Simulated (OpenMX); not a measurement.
CuO (Tenorite):

```
Cu O
1.0
     2.34185   -1.71130    0.00000
     2.34185    1.71130    0.00000
    -0.85003    0.00000    5.05787
Cu O
2 2
Direct
  0.50000 0.00000 0.50000
  0.00000 0.50000 0.00000
  0.41840 0.58160 0.75000
  0.58160 0.41840 0.25000
```

Base run:

* Program: OpenMX 3.8.5
* Functional: PBE
* Potentials or basis: OpenMX 2013 PBE set, Cu6.0H-s2p2d1, O6.0-s2p2, grid cutoff 500 Ry
* k mesh: 11 × 11 × 5
* Occupations: fermi-dirac, width 0.05 eV
* Spin: no spin polarisation

Its results: pressure 8.8 GPa; largest force 0.026 eV/Å.

Question: The run is repeated on the same cell with these changes: functional from PBE to LDA; potentials or basis from OpenMX 2013 PBE set, Cu6.0H-s2p2d1, O6.0-s2p2, grid cutoff 500 Ry to OpenMX 2013 LDA set, Cu6.0H-s3p2d2, O6.0-s2p2d1, grid cutoff 500 Ry. What comes out?

Answer: Pressure -6.5 GPa; largest force 0.366 eV/Å.

Caveats: the basis of atomic orbitals isn't converged, which shifts pressures, moduli and gaps; the run has no spin polarisation, though such a crystal can be magnetic; the transition metal has a single d function, too few for pressures, volumes and moments (some runs).
